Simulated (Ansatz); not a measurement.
# SiNi: the cost of one run

Method: DFT PBE, scalar-relativistic, plane waves, PAW, in Ansatz 0.2.0.

**1. Starting point**

It takes space group Pmmn (No. 59, orthorhombic). Conventional cell: a = 3.055 Å, b = 3.258 Å, c = 4.709 Å, α = 90.00°, β = 90.00°, γ = 90.00°. Si (site symmetry mm2) has 6 Ni at 2.35 to 2.40 Å and 4 Si at 2.68 Å in its first shell of neighbours. Ni (site symmetry mm2) is surrounded by 6 Si at 2.35 to 2.40 Å and 4 Ni at 2.68 Å.

As a file:

```
Si Ni
1.0
     3.05528    0.00000    0.00000
     0.00000    3.25831    0.00000
     0.00000    0.00000    4.70939
Si Ni
2 2
Cartesian
  1.5276 1.6292 3.9709
  0.0000 0.0000 0.7385
  1.5276 1.6292 1.6121
  0.0000 0.0000 3.0973
```

It is the result of an earlier relaxation at this level (volume 11.72 Å³/atom; gap on the mesh: none (metal)).

**2. The bulk in the cell of the plane**

Input file input.yaml:

```yaml
crystal:
  lattice:
    - [3.2583147222, 0.0, 0.0]
    - [0.0, 4.7093899546, 0.0]
    - [0.0, 0.0, 3.055283566]
  atoms:
    - { symbol: Si, position: [0.5, 0.1568172756, 0.5] }
    - { symbol: Si, position: [0.0, 0.8431827244, 0.0] }
    - { symbol: Ni, position: [0.5, 0.6576940233, 0.5] }
    - { symbol: Ni, position: [0.0, 0.3423059767, 0.0] }
basis:
  ecutwfc: 420
kpoints:
  mp_grid: { grid: [11, 8, 11] }
hamiltonian:
  xc: pbe
scf:
  occupations: { method: gaussian, width: 0.1 }
output:
  forces: true
  stress: true
  eigenvalues: true
```

On the command line:

```bash
ansatz run input.yaml --threads 2 --pin off --max-ram 5120MiB --backend cpu --events-out ev --progress --plain --runs-dir out
```

Q: Estimate wall time and peak memory on 2 threads of Arm Neoverse V2, shared host.

About 4.8 s, with a peak of 0.44 GiB.
